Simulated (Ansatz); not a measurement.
**Zone-centre phonons of CaF2 at 11 GPa: input and output**

Theory: Ansatz 0.2.0, DFT PBEsol, scalar-relativistic, plane waves, PAW.

Launched with:
```bash
ansatz run input.yaml --threads 1 --pin off --max-ram 3072MiB --backend cpu --events-out ev --progress --plain --runs-dir out
```

Input (bare energies are in eV):
```yaml
crystal:
  lattice:
    - [0.0, 2.6204846986, 2.6204846986]
    - [2.6204846986, 0.0, 2.6204846986]
    - [2.6204846986, 2.6204846986, 0.0]
  atoms:
    - { symbol: Ca, position: [0.0, 0.0, 0.0] }
    - { symbol: F, position: [0.25, 0.25, 0.25] }
    - { symbol: F, position: [0.75, 0.75, 0.75] }
basis:
  ecutwfc: 420
kpoints:
  mp_grid: { grid: [8, 8, 8] }
hamiltonian:
  xc: pbesol
scf:
  occupations: { method: fixed }
output:
  eigenvalues: true
phonons:
  method: dfpt
  dielectric: true
  rigid_motions: translations
  eigenvectors: true
```

Results section of the output:
```
--- Phonons (Γ-DFPT): 2 representative perturbations + reference, on 95 of 512 k-points (Σ response iterations 8) ---
  k mesh reduced under 4 symmetry operations, with k and −k counted as one. Each operation leaves every solved perturbation unchanged. A smaller set is not considered because the run solves the response ...
  ASR residual: 2.083e-4 → 0.000e0 eV/Å²; symmetrization residual: 3.892e-7 eV/Å²
  ASR residual per site (eV/Å²): 2.08e-4 4.61e-5 4.61e-5
  Γ frequencies (cm⁻¹): 0.00 0.00 0.00 319.65 319.65 319.65 373.85 373.85 373.85
  ε∞ (high-frequency dielectric tensor):
        2.396076    -0.000000    -0.000000
        0.000000     2.396076     0.000000
        0.000000     0.000000     2.396076
  ε⁰ (static dielectric tensor: ions relaxed, cell fixed):
        6.349845    -0.000000     0.000000
       -0.000000     6.349845     0.000000
        0.000000     0.000000     6.349845
  ε⁰ − ε∞ (ionic part):
        3.953769    -0.000000     0.000000
       -0.000000     3.953769     0.000000
        0.000000     0.000000     3.953769
  softest optical mode at Γ: 319.65 cm⁻¹; the repairs (sum rule, projections) moved no ω² at Γ by more than (1.21 cm⁻¹)²
  Born effective charges Z* (e; rows j = field, columns β = displacement):
    site 0:
         2.40066    0.00000    0.00000
         0.00000    2.40066   -0.00000
         0.00000    0.00000    2.40066
    site 1:
        -1.20033   -0.00000   -0.00000
         0.00000   -1.20033    0.00000
         0.00000   -0.00000   -1.20033
    site 2:
        -1.20033    0.00000    0.00000
         0.00000   -1.20033    0.00000
         0.00000   -0.00000   -1.20033
  Z* charge neutrality: 2.373e-6 e pre-enforcement
  k-mesh period / interband length: 29.6 Å / 0.85 Å = 34.82 at k = (0.0000, 0.0000, 0.0000), direct gap 8.138 eV — 14 or more, which is no proof of convergence
  optical modes at Γ without the LO–TO term, one row a degenerate level:
      ω (cm⁻¹) modes IR ((D/Å)²/amu)
        319.65      3            20.4505
        373.85      3             0.0000
  optical modes at Γ + LO–TO along q̂ = [1.0000, 0.0000, 0.0000]:
      ω (cm⁻¹) modes IR ((D/Å)²/amu)
        319.65      2            13.6337
        373.85      3             0.0000
        520.37      1             6.8168
  optical modes at Γ + LO–TO along q̂ = [0.0000, 1.0000, 0.0000]:
      ω (cm⁻¹) modes IR ((D/Å)²/amu)
        319.65      2            13.6337
        373.85      3             0.0000
        520.37      1             6.8168
  optical modes at Γ + LO–TO along q̂ = [0.0000, 0.0000, 1.0000]:
      ω (cm⁻¹) modes IR ((D/Å)²/amu)
        319.65      2            13.6337
        373.85      3             0.0000
        520.37      1             6.8168
```

It took 29 s on 1 thread of Arm Neoverse V1 (shared host), peak memory 0.47 GiB.

The real crystal has changed phase below this pressure.